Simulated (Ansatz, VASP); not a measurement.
**Two plane-wave programs on Re**

```xyz
1
Lattice="0.0000 1.9576 1.9576 1.9576 0.0000 1.9576 1.9576 1.9576 0.0000" Properties=species:S:1:pos:R:3 pbc="T T T"
Re    0.0000    0.0000    0.0000
```

Alike in both runs: functional PBE; k mesh 17 × 17 × 17; occupations fermi-dirac, width 0.08 eV; no spin polarisation.

Ansatz relaxed the structure, and its values are those at the end. VASP's run is a single point on that final structure, the one shown.

|  | VASP | Ansatz |
| --- | --- | --- |
| version | VASP 6.6.1 | Ansatz 0.2.0 |
| potentials or method | VASP PAW PBE potentials, release 64 (Re) | PAW with Ansatz's default frozen-core files, scalar-relativistic |
| plane-wave cutoff (eV) | 520 | 420 |
| valence electrons in the cell | 7 | 15 |

|  | VASP | Ansatz | Ansatz less VASP |
| --- | --- | --- | --- |
| pressure (GPa) | -0.6 | 0.0 | +0.57 |

With one functional, cell and mesh, what is left measures potentials, basis and numerics. The two sets of potentials don't hold the same shells in valence.

Spin-orbit coupling is left out, which matters for the levels of Re.
